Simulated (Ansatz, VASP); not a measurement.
**Two plane-wave programs on SiC**

```
Si C
1.0
     0.00000    2.17839    2.17839
     2.17839    0.00000    2.17839
     2.17839    2.17839    0.00000
Si C
1 1
Direct
  0.99882 0.00353 0.00118
  0.75275 0.74174 0.74725
```

Change from the starting cell: mode 4 frozen in at -0.024 Å and mode 5 at -0.012 Å (largest displacements).

Alike in both runs: task single point; functional PBEsol; k mesh 10 × 10 × 10; occupations gaussian, width 0.05 eV; no spin polarisation.

|  | VASP | Ansatz |
| --- | --- | --- |
| version | VASP 6.6.1 | Ansatz 0.2.0 |
| potentials or method | VASP PAW PBE potentials, release 64 (Si, C) | scalar-relativistic, plane waves, PAW |
| plane-wave cutoff (eV) | 520 | 520 |
| valence electrons in the cell | 8 | 8 |

Ansatz gave:

* gap on the k mesh at the Fermi level (eV): 1.06
* least direct gap on the mesh (eV): 4.37
* pressure (GPa): 0.2
* largest component of the traceless stress (GPa): 2.26
* rms of the force components (eV/Å): 0.424

Question: Which values does VASP return?

Answer: gap on the k mesh at the Fermi level (eV): 1.05; least direct gap on the mesh (eV): 4.36; pressure (GPa): 0.5; largest component of the traceless stress (GPa): 2.29; rms of the force components (eV/Å): 0.425.

Atom by atom the forces differ by 0.001 eV/Å (rms over components). The functional is the same, so the differences come from potentials, cutoffs and numerics. Ansatz warned: «pseudo_functional_mismatch».

Caveats: the PAW data sets were made with another functional, which shifts forces and pressure a little (VASP). A k mesh can miss the band edges.
